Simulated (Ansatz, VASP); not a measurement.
## One calculation of Au, two programs

```
Au
1.0
     2.51679    0.00000    0.00000
     0.00000    2.51679    0.00000
     0.00000    0.00000    2.51679
Au
1
Direct
  0.00000 0.00000 0.00000
```

Change from the starting cell: volume scaled by 0.84, PAW files.

Alike in both runs: task single point; functional LDA; k mesh 14 × 14 × 14; occupations fermi-dirac, width 0.05 eV; no spin polarisation.

```csv
,VASP,Ansatz
version,VASP 6.6.1,Ansatz 0.2.0
potentials or method,"VASP PAW LDA potentials, release 64 (Au)","PAW with Ansatz's default frozen-core files, scalar-relativistic"
plane-wave cutoff (eV),520,420
valence electrons in the cell,11,19
```

Ansatz gave:

- pressure (GPa): 42.0

Task: Estimate VASP's values.

Result: Pressure (GPa): 42.8.

The two sets of potentials don't hold the same shells in valence.

Caveats: so large a pressure means that the cell lies far from this level's equilibrium, or that cutoff or potentials fall short (VASP). The runs have no spin-orbit coupling, so splittings on Au are missing.
